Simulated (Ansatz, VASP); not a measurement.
# One calculation of BN, two programs

```
B N
1.0
     0.00000    3.33948    2.16883
     1.25384    0.00000    2.16883
     1.25384    3.33948    0.00000
B N
1 1
Direct
  0.00011 0.00011 0.99989
  0.66659 0.66659 0.33341
```

Alike in both runs: task relaxation of cell and atoms; functional PBE; dispersion D3(BJ); k mesh 12 × 12 × 12; no spin polarisation.

```csv
,VASP,Ansatz
version,VASP 6.6.1,Ansatz 0.2.0
potentials or method,"VASP PAW PBE potentials, release 64 (B, N)","scalar-relativistic, plane waves, PAW"
plane-wave cutoff (eV),600,420
occupations,"gaussian, width 0.01 eV",fixed
valence electrons in the cell,8,8
```

Ansatz gave:

```
gap on the k mesh at the Fermi level, each at its own relaxed structure (eV) : 3.66
relaxed volume (Å³/atom)                                                     : 9.07
relaxed cell length with the largest relative difference (Å)                 : 3.564
```

Q: Estimate VASP's values.

A: gap on the k mesh at the Fermi level, each at its own relaxed structure (eV): 3.61; relaxed volume (Å³/atom): 9.00; relaxed cell length with the largest relative difference (Å): 3.538.

A k mesh can miss the band edges.
